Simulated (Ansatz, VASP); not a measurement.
# Cross-check of AlN between VASP and Ansatz

Wanted: the spread between two codes on one cell, functional and k mesh. The cell is taken from a series of VASP runs on this material, whose earlier steps may have relaxed, scaled or displaced it; both programs get it as it stands.

Main program and level: Ansatz 0.2.0; plane waves, with VASP 6.6.1 beside it; relaxation of cell and atoms at LDA.

## (1) Set-up

Symmetry: P6_3mc, No. 186, hexagonal system. The conventional cell has a = 3.092 Å, b = 3.092 Å, c = 4.949 Å, α = 90.00°, β = 90.00°, γ = 120.00°. Al has 4 N at 1.88 to 1.89 Å nearest. N has 4 Al at 1.88 to 1.89 Å nearest. Farther neighbours and most contacts between anions are not listed.

Structure file:

```cif
data_structure
_symmetry_space_group_name_H-M 'P6_3mc'
_symmetry_Int_Tables_number 186
_cell_length_a 3.0917
_cell_length_b 3.0917
_cell_length_c 4.9488
_cell_angle_alpha 90.000
_cell_angle_beta 90.000
_cell_angle_gamma 120.000
_cell_volume 40.97
loop_
_atom_site_label
_atom_site_type_symbol
_atom_site_symmetry_multiplicity
_atom_site_Wyckoff_symbol
_atom_site_fract_x
_atom_site_fract_y
_atom_site_fract_z
_atom_site_occupancy
Al1 Al 2 b 0.66667 0.33333 0.50154 1
N1 N 2 b 0.66667 0.33333 0.88346 1
```

## (2) Ansatz: relaxation of cell and atoms, LDA

Ansatz runs on its default PAW (the set named soft_2) files.

The relaxed volume is the usual yardstick between codes: its relative difference is about their pressure difference at one cell divided by the bulk modulus.

Contents of input.yaml:

```yaml
crystal:
  lattice:
    - [3.0917057947, 0.0, 0.0]
    - [-1.5458528973, 2.6774957593, 0.0]
    - [0.0, 0.0, 4.9487592084]
  atoms:
    - { symbol: Al, position: [0.6666666667, 0.3333333333, 0.5015356645] }
    - { symbol: Al, position: [0.3333333333, 0.6666666667, 0.0015356645] }
    - { symbol: "N", position: [0.6666666667, 0.3333333333, 0.8834643355] }
    - { symbol: "N", position: [0.3333333333, 0.6666666667, 0.3834643355] }
hamiltonian:
  xc: lda
  pseudopotentials: { kind: paw }
kpoints:
  mp_grid: { grid: [12, 12, 6] }
scf:
  occupations: { method: gaussian, width: 0.03 }
relax:
  f_tol: 0.01
  max_steps: 60
  cell: { stress_tol: 0.05 }
output:
  forces: true
  stress: true
  write_density: true
  write_potential: true
  elf: true
  volumetric_format: npy
```

Command:

```bash
ansatz run input.yaml --threads 4 --pin off --max-ram 9216MiB --backend cpu --events-out ev --progress --plain --runs-dir out
```

Numbers of over 12 decimals in the logs are rounded to 6 here.

Output:

```text
Engine: ansatz 0.2.0, aarch64-unknown-linux-gnu
Pseudopotentials: kind: paw
Pseudopotential: Al, paw, valence charge 3, recommended cutoff 420 eV (normal), Al.paw.azcp
Pseudopotential: N, paw, valence charge 5, recommended cutoff 420 eV (normal), N.paw.azcp
Functional definition: SPW92
  exchange = slater_x
  correlation = pw_c
Crystal: 4 atoms, lattice volume = 40.966 Å³
Basis set: ecut = 420 eV, 785 PW (Γ)
Bands: 12, of which v1, the nominal top of the filled ones, is band 8 counted from 1 (7 counted from 0)
Symmetry: 12 space group operations
Space group: P63mc (ITA 186), of the structure as read, at distance tolerance 3.4e-5 Å
k-points: 76 of 864 (time reversal used)
Non-local potential: Al, projectors of the file, l = 0: 2, l = 1: 2, l = 2: 1
Non-local potential: N, projectors of the file, l = 0: 2, l = 1: 2, l = 2: 1
PAW form: soft (Blöchl's): semilocal exchange-correlation on the pseudo side does not see the compensation charge
PAW frozen core: Al, regenerated for the run's functional, and the local potential with it (the file was generated under x = pbe(κ = 0.804, μ = 0.219515), c = pbe(β = 0.066725))
PAW frozen core: N, regenerated for the run's functional, and the local potential with it (the file was generated under x = pbe(κ = 0.804, μ = 0.219515), c = pbe(β = 0.066725))
PAW one-centre angular grid: Al, 110 points (default); XC on 64 Gauss nodes
PAW one-centre angular grid: N, 110 points (default); XC on 64 Gauss nodes
Initial density: superposition of atomic densities (neutral atoms: chi_scale 0, normalization atom), corrected by the library's trained network
Initial wavefunctions: pseudopotential atomic-orbital guess
Functional: x = slater, c = lda
SCF iter   1: F=—  HF=-1779.726865 eV  |F-HF|=—  |Δ(HF+E_count)|=         —  Δρ=9.41e-3  dr2=4.13e-2  ethr=1.77e-3  ⟨swp⟩=5.9  Hψ=6131  notcnv=0
preconditioner: auto → none  [insulator: Δε(μ)=4.313 eV  Ē_g=13.052 eV  σ=0.030 eV  W_gap=1.00  n_scr=2 (ndim 8)  ℏωp=23.2 eV  f_vac=0.000  D(μ)=0.00/eV (n_scr^D=0)  ε∞_Penn≈4.2]
SCF iter   2: F=—  HF=-1779.714584 eV  |F-HF|=—  |Δ(HF+E_count)|=   1.23e-2  Δρ=2.54e-3  dr2=1.43e-3  ethr=2.58e-4  ⟨swp⟩=3.0  Hψ=2179  notcnv=0
SCF iter   3: F=—  HF=-1779.714037 eV  |F-HF|=—  |Δ(HF+E_count)|=   5.48e-4  Δρ=8.61e-4  dr2=1.32e-4  ethr=8.92e-6  ⟨swp⟩=1.5  Hψ=1088  notcnv=0
SCF iter   4: F=—  HF=-1779.713978 eV  |F-HF|=—  |Δ(HF+E_count)|=   5.84e-5  Δρ=2.45e-5  dr2=1.08e-7  ethr=8.27e-7  ⟨swp⟩=2.0  Hψ=1436  notcnv=0
SCF iter   5: F=—  HF=-1779.713980 eV  |F-HF|=—  |Δ(HF+E_count)|=   1.51e-6  Δρ=4.88e-6  dr2=5.90e-9  ethr=6.77e-10  ⟨swp⟩=2.0  Hψ=1517  notcnv=0
SCF iter   6: F=-1779.713980 eV  HF=-1779.713980 eV  |F-HF|=2.05e-12  |Δ(HF+E_count)|=   1.70e-9  Δρ=4.66e-7  dr2=4.35e-11  ethr=3.69e-11  ⟨swp⟩=4.3  Hψ=4408  notcnv=0
SCF 1 converged in 6 iterations: F = -1779.713980 eV  dr2 = 4.35e-11
  greatest PAW one-centre occupation: 0.782 electrons in one spin orbital (limit 2), on the N atom at site 3 (counted from 0), in its partial waves of l = 0
relax step   1: F+E_penalty+E_count = -1779.71397987 eV  Δ(F+E_penalty+E_count) = +0.000e0 eV  max|allowed force component| = 3.181e-4 eV/Å  Δτ_max = 0.0000 Å  P = -0.633 GPa  Ω = 40.966 Å³  (6 SCF iters, dr2 threshold 1.00e-7 eV, accepted)
[...]
relax step   2: F+E_penalty+E_count = -1779.71441176 eV  Δ(F+E_penalty+E_count) = -4.319e-4 eV  max|allowed force component| = 6.758e-4 eV/Å  Δτ_max = 0.0000 Å  P = -0.313 GPa  Ω = 40.905 Å³  energy of the carried Pulay correction = +2.523e-4 eV  (6 SCF iters, dr2 threshold 4.00e-7 eV, accepted)
[...]
relax step   3: F+E_penalty+E_count = -1779.71471628 eV  Δ(F+E_penalty+E_count) = -3.045e-4 eV  max|allowed force component| = 5.213e-4 eV/Å  Δτ_max = 0.0001 Å  P = +0.001 GPa  Ω = 40.846 Å³  energy of the carried Pulay correction = +4.990e-4 eV  (6 SCF iters, dr2 threshold 2.53e-7 eV, accepted)
[...]
relax step   4: F+E_penalty+E_count = -1779.71417814 eV  Δ(F+E_penalty+E_count) = +5.381e-4 eV  max|allowed force component| = 5.211e-4 eV/Å  Δτ_max = 0.0000 Å  P = -0.020 GPa  Ω = 40.846 Å³  stress off target by 2.03e-2 GPa  SCF on the basis re-selected at this cell (its energy is not comparable with the rows above)  (8 SCF iters)
basis re-selected at this cell: Δ(F+E_penalty+E_count) = +5.381e-4 eV, ΔP = -0.021 GPa vs the last step (what re-selecting the basis moved, of the pressure what is left beyond the Pulay correction that the steps carried, after the strain that the cell walked since its last selection, with what the two solves' SCF thresholds leave and, on support functions, any second-order correction that the steps lacked; it is no m [...]
SCF converged after 8 iterations
Free energy (F): -1779.714178 eV
Harris-Foulkes:  -1779.714178 eV  (|F-HF|=6.82e-13)
Internal energy: -1779.714178 eV  (E = F + TS)
E sigma→0 (E₀):  -1779.714178 eV
Fermi energy:    9.308883 eV
--- Per-component energies (eV) ---
  E_band       = 29.462050
  E_kinetic    = 319.532626
  E_local      = -445.273695  (includes V_loc(G=0)·N_el)
  E_nonlocal   = 115.275228
  E_hartree    = 152.629164
  E_xc         = -201.676031
  E_vxc        = -215.781356  (∫ρ·V_xc dr)
  E_paw        = -1124.217891  (= ΣΔE_a)
  E_vpaw       = -49.549262  (= ΣTr[D̂ρ^β])
  E_aug_tail   = 0.000182  (compensation charges beyond the density's cutoff)
  E_ewald      = -596.255282
  E_core_change = 0.271521  (= ΣΔE_core)
  E_smearing   = -0.000000  (= −TS)
  E_closure    = -0.000000  (closes the sum)
  Σ components = -1779.714178   (vs F -1779.714178, Δ=0.00e0)
--- Forces (eV/Å), atoms counted from 1 ---
  atom   1  Al    -0.00000000     0.00000000    -0.00051701
  atom   2  Al     0.00000000     0.00000000    -0.00051701
  atom   3  N      0.00000000     0.00000000     0.00052520
  atom   4  N     -0.00000000    -0.00000000     0.00052520
  max |Σ_I F_I| component: 1.64e-5 eV/Å
--- Stress (GPa, compression-positive) ---
       -0.020323      -0.000000       0.000000
       -0.000000      -0.020323      -0.000000
        0.000000      -0.000000      -0.018895
  P = ⅓ Tr σ = -0.0198 GPa (-0.198 kbar)
--- Band table (eV; the first three rows and the last of 76) ---
  k-point 0: bands = [... 4 lower, 6.2146, 6.8731, 6.8731, 7.1009, 11.5169, 13.8368, 17.7567, 18.2115]
  k-point 1: bands = [... 4 lower, 6.2562, 6.5034, 6.8263, 6.8263, 11.9939, 13.9111, 17.5774, 18.1795]
  k-point 2: bands = [... 4 lower, 6.3712, 6.3712, 6.7006, 6.7006, 12.9232, 13.9963, 17.2834, 18.2314]
  k-point 75: bands = [... 4 lower, 3.1174, 3.1174, 6.2942, 6.2942, 14.4616, 14.4616, 14.9345, 14.9345]
--- Relaxed structure (3 steps of the walk, 3 accepted, 1 SCFs on fresh bases) ---
  F+E_penalty+E_count = -1779.71417814 eV   max|allowed force component| = 5.211e-4 eV/Å   (the final SCF, on the basis selected at the relaxed cell)
  cell:  # Å, volume = 40.8458 Å³
    - [3.088828, -2.8840716657271876e-11, 0]
    - [-1.544414, 2.675004, 0]
    - [0.0, 0, 4.943437]
  atoms:
    - { symbol: Al, position: [0.666667, 0.333333, 0.501514] }
    - { symbol: Al, position: [0.333333, 0.666667, 0.00151382] }
    - { symbol: N, position: [0.666667, 0.333333, 0.883486] }
    - { symbol: N, position: [0.333333, 0.666667, 0.383486] }
```

It took 3.7 s on 4 threads of Arm Neoverse V2, shared host; peak memory 0.36 GiB.

## (3) VASP: relaxation of cell and atoms, LDA

The same cell, functional (in two slightly different forms), mesh and smearing now go to VASP, with its own data sets and cutoff.

Lines of VASP's logs that name or quote its potential files are left out, and so is its time.

Contents of INCAR:

```
SYSTEM = AlN
PREC = Accurate
ENCUT = 520
EDIFF = 1E-07
NELM = 100
ISMEAR = 0
SIGMA = 0.03
LREAL = .FALSE.
ALGO = Normal
GGA = CA
NBANDS = 14
LORBIT = 11
LWAVE = .FALSE.
LCHARG = .FALSE.
KPAR = 8
IBRION = 2
NSW = 50
ISIF = 3
EDIFFG = -0.002
```

Contents of POSCAR:

```
AlN
1.0
    3.0917057947      0.0000000000      0.0000000000
   -1.5458528973      2.6774957593      0.0000000000
    0.0000000000      0.0000000000      4.9487592084
Al N
2 2
Direct
    0.6666666667      0.3333333333      0.5015356645
    0.3333333333      0.6666666667      0.0015356645
    0.6666666667      0.3333333333      0.8834643355
    0.3333333333      0.6666666667      0.3834643355
```

Contents of KPOINTS:

```
Automatic mesh
0
Gamma
12 12 6
0 0 0
```

The projector-augmented-wave data sets are Al and N (LDA family, release 64).

Command:

```bash
mpirun -np 8 vasp_std
```

Output:

```text
[banner, memory and clock lines left out]
running    8 mpi-ranks, on    1 nodes
 distrk:  each k-point on    1 cores,    8 groups
 distr:  one band on    1 cores,    1 groups

 POSCAR found type information on POSCAR AlN
 POSCAR found :  2 types and       4 ions
|                                                                             |
|           W    W    AA    RRRRR   N    N  II  N    N   GGGG   !!!           |
|           W    W   A  A   R    R  NN   N  II  NN   N  G    G  !!!           |
|           W    W  A    A  R    R  N N  N  II  N N  N  G       !!!           |
|           W WW W  AAAAAA  RRRRR   N  N N  II  N  N N  G  GGG   !            |
|           WW  WW  A    A  R   R   N   NN  II  N   NN  G    G                |
|           W    W  A    A  R    R  N    N  II  N    N   GGGG   !!!           |
|                                                                             |
|     For optimal performance we recommend to set                             |
|       NCORE = 2 up to number-of-cores-per-socket                            |
|     NCORE specifies how many cores store one orbital (NPAR=cpu/NCORE).      |
|     This setting can greatly improve the performance of VASP for DFT.       |
|     The default, NCORE=1 might be grossly inefficient on modern             |
|     multi-core architectures or massively parallel machines. Do your        |
|     Unfortunately you need to use the default for GW and RPA                |
|     calculations (for HF NCORE is supported but not extensively tested      |
|     yet).                                                                   |
|                                                                             |

 LDA part: xc-table for (Slater(with rela. corr.)+CA(PZ))
 , standard interpolation
 POSCAR, INCAR and KPOINTS ok, starting setup
 FFT: planning ... GRIDC
 FFT: planning ... GRID_SOFT
 FFT: planning ... GRID
 WAVECAR not read
 entering main loop
       N       E                     dE             d eps       ncg     rms          rms(c)
DAV:   1     0.423655772925E+02    0.42366E+02   -0.74581E+03  2128   0.102E+03
DAV:   2    -0.342798520092E+02   -0.76645E+02   -0.69681E+02  2912   0.194E+02
DAV:   3    -0.379517307943E+02   -0.36719E+01   -0.36571E+01  2872   0.444E+01
DAV:   4    -0.379737982674E+02   -0.22067E-01   -0.22065E-01  2392   0.412E+00
DAV:   5    -0.379740208153E+02   -0.22255E-03   -0.22254E-03  2788   0.410E-01    0.124E+01
DAV:   6    -0.329435384985E+02    0.50305E+01   -0.14193E+01  2494   0.275E+01    0.444E+00
DAV:   7    -0.329012777431E+02    0.42261E-01   -0.72856E-01  2548   0.540E+00    0.282E+00
DAV:   8    -0.328463638905E+02    0.54914E-01   -0.87212E-02  2482   0.263E+00    0.400E-01
DAV:   9    -0.328412548497E+02    0.51090E-02   -0.12652E-02  2788   0.796E-01    0.218E-01
DAV:  10    -0.328414336991E+02   -0.17885E-03   -0.87027E-04  2404   0.203E-01    0.113E-01
DAV:  11    -0.328413778288E+02    0.55870E-04   -0.11272E-04  2770   0.855E-02    0.211E-02
DAV:  12    -0.328413773411E+02    0.48773E-06   -0.23143E-06  2602   0.116E-02    0.534E-03
DAV:  13    -0.328413771702E+02    0.17092E-06   -0.10292E-06  2848   0.768E-03    0.951E-04
DAV:  14    -0.328413771891E+02   -0.18912E-07   -0.16572E-08  1502   0.108E-03
   1 F= -.32841377E+02 E0= -.32841377E+02  d E =-.328414E+02
 curvature:   0.00 expect dE= 0.000E+00 dE for cont linesearch  0.000E+00
 trial: gam= 0.00000 g(F)=  0.163E-06 g(S)=  0.226E-07 ort = 0.000E+00 (trialstep = 0.100E+01)
 search vector abs. value=  0.185E-06
 reached required accuracy - stopping structural energy minimisation
```

Parts of OUTCAR (step 3):

```text
ion  position               nearest neighbor table
   1  0.667  0.333  0.502-   4 1.88   4 1.88   4 1.88   3 1.89   2 3.05   2 3.05   2 3.05   2 3.05
                             2 3.05   2 3.05
   2  0.333  0.667  0.002-   3 1.88   3 1.88   3 1.88   4 1.89   1 3.05   1 3.05   1 3.05   1 3.05
                             1 3.05   1 3.05
   3  0.667  0.333  0.883-   2 1.88   2 1.88   2 1.88   1 1.89
   4  0.333  0.667  0.383-   1 1.88   1 1.88   1 1.88   2 1.89

  LATTYP: Found a hexagonal cell.
 ALAT       =     3.0917057947
 C/A-ratio  =     1.6006565750

 Subroutine GETGRP returns: Found 12 space group operations
 (whereof  6 operations were pure point group operations)

The static configuration has the point symmetry C_3v.
 The point group associated with its full space group is C_6v.

 Found     76 irreducible k-points:

   k-points           NKPTS =     76   k-points in BZ     NKDIM =     76   number of bands    NBANDS=     14

   dimension x,y,z NGX =    24 NGY =   24 NGZ =   40
   dimension x,y,z NGXF=    48 NGYF=   48 NGZF=   80

   ENCUT  =  520.0 eV  38.22 Ry    6.18 a.u.   5.75  5.75  9.20*2*pi/ulx,y,z

   NELECT =      16.0000    total number of electrons

 k-points in reciprocal lattice and weights: Automatic mesh
   0.00000000  0.00000000  0.00000000       0.001
   0.08333333  0.00000000  0.00000000       0.007
   0.16666667  0.00000000  0.00000000       0.007
   0.25000000  0.00000000  0.00000000       0.007
   0.33333333 -0.00000000  0.00000000       0.007
   0.41666667  0.00000000  0.00000000       0.007
   0.50000000  0.00000000  0.00000000       0.003
   0.08333333  0.08333333  0.00000000       0.007
   0.16666667  0.08333333  0.00000000       0.014
[...]
0.33333333  0.25000000  0.50000000       0.014
   0.33333333  0.33333333  0.50000000       0.002

 average (electrostatic) potential at core
       1 -69.6877       2 -69.6877       3 -59.6933       4 -59.6933

 E-fermi :   6.2010

 k-point     1 :       0.0000    0.0000    0.0000
  band No.  band energies     occupation
    ...
      4       5.1973      2.00000
      5       5.1973      2.00000
      6       5.8577      2.00000
      7       5.8577      2.00000
      8       6.0836      2.00000
      9      10.4812      0.00000
     10      12.7896      0.00000
     11      16.7147      0.00000
     12      17.1616      0.00000
     13      17.1616      0.00000
    ...

 k-point     2 :       0.0833    0.0000    0.0000
  band No.  band energies     occupation
    ...
      4       4.7763      2.00000
      5       5.0764      2.00000
      6       5.4517      2.00000
      7       5.8457      2.00000
      8       6.0446      2.00000
      9      10.8850      0.00000
     10      13.1553      0.00000
     11      16.3294      0.00000
     12      16.5548      0.00000
     13      17.4218      0.00000
    ...

 k-point     3 :       0.1667    0.0000    0.0000
  band No.  band energies     occupation
    ...
      4       3.7518      2.00000
      5       4.5753      2.00000
      6       4.7939      2.00000
      7       5.7793      2.00000
      8       5.9073      2.00000
      9      11.7097      0.00000
     10      13.8228      0.00000
     11      15.2173      0.00000
     12      15.8278      0.00000
     13      18.1202      0.00000
    ...

  Total       -0.0008543     -0.0008543     -0.0006460     -0.0000000     -0.0000000      0.0000000
  in kB       -0.0334103     -0.0334103     -0.0252644     -0.0000000     -0.0000000      0.0000000
  external PRESSURE =      -0.0306950 kB  Pullay stress =       0.0000000 kB

  energy-cutoff  :      520.00
  volume of cell :       40.97
      direct lattice vectors                 reciprocal lattice vectors
     3.091705795  0.000000000  0.000000000     0.323446041  0.186741659  0.000000000
    -1.545852897  2.677495759  0.000000000     0.000000000  0.373483318  0.000000000
     0.000000000  0.000000000  4.948759208     0.000000000  0.000000000  0.202070854

 POSITION                                       TOTAL-FORCE (eV/Angst)
 -----------------------------------------------------------------------------------
      1.54585      0.89250      2.48198        -0.000000     -0.000000     -0.000918
     -0.00000      1.78500      0.00760        -0.000000      0.000000     -0.000918
      1.54585      0.89250      4.37205        -0.000000      0.000000      0.000918
     -0.00000      1.78500      1.89767         0.000000     -0.000000      0.000918
 -----------------------------------------------------------------------------------
    total drift:                               -0.000000      0.000000     -0.000360

  FREE ENERGIE OF THE ION-ELECTRON SYSTEM (eV)
  ---------------------------------------------------
  free  energy   TOTEN  =       -32.8413771891 eV

  energy  without entropy=      -32.8413771891  energy(sigma->0) =      -32.84137719

 reached required accuracy - stopping structural energy minimisation

 total charge
# of ion       s       p       d       tot
------------------------------------------
    1        0.378   0.461   0.000   0.839
    2        0.378   0.461   0.000   0.839
    3        1.211   2.625   0.000   3.836
    4        1.211   2.625   0.000   3.836
--------------------------------------------------
tot          3.178   6.174   0.000   9.352

[... 3 further parts left out ...]
```

CONTCAR:

```
AlN
   1.00000000000000
     3.0917057947000002    0.0000000000000000    0.0000000000000000
    -1.5458528973000001    2.6774957593000002    0.0000000000000000
     0.0000000000000000    0.0000000000000000    4.9487592084000003
  Al              N
     2     2
Direct
     0.6666666667000030    0.3333333332999970    0.5015356644999969
     0.3333333332999970    0.6666666667000030    0.0015356644999969
     0.6666666667000030    0.3333333332999970    0.8834643355000011
     0.3333333332999970    0.6666666667000030    0.3834643355000011
```

The run keeps the 12 symmetry operations of its start, so it cannot find a distortion of lower symmetry.

## (4) Side by side

Known differences besides the potentials themselves: the two LDA forms differ slightly; both relaxations stop at a tolerance, which leaves soft axes loose, and VASP keeps its plane-wave basis; the cutoff is 420 eV in Ansatz and 520 eV in VASP; VASP's log shows a relativistic correction to its local exchange, Ansatz's none; Ansatz adds a Pulay correction to the stress that steers its cell, VASP none. Total energies have different zeros and are not compared.

The two programs side by side:

| quantity | Ansatz | VASP | difference |
| --- | --- | --- | --- |
| volume (Å³) | 40.85 | 40.97 | -0.29 % |
| edge a after relaxation, in the typed setting (Å) | 3.089 | 3.092 | -0.09 % |
| edge c after relaxation, in the typed setting (Å) | 4.943 | 4.949 | -0.11 % |

The walks stopped with -0.02 GPa left in Ansatz and 0.00 GPa in VASP; each walk ends within a tolerance, so the volume difference is uncertain by about these residues over the bulk modulus, most in soft cells.

## (5) Results

```yaml
difference_in_volume_relaxation_of_cell_and_atoms_lda: -0.29 %
```

The difference in volume is -0.29 % (relaxation of cell and atoms, LDA), within the 1.2 % picked in this series as the mark of a large difference, as far as the stopping tolerances let one tell. Such differences can come from data sets, numerical settings and the points named under the comparisons, not from the functional's error against experiment.

[Lines on the potential files, build, host, timing and source positions are cut from VASP's logs without a mark.]

[Logs are printed without paths, hosts, clocks, repeated set-up lines and the standing remarks that a program may print on its own settings, such as how far it seeks lower states.]

[Hosts, paths, dates, database ids (printed as entryN), source tags and the programs' standing remarks are cut or masked in the printed files.]
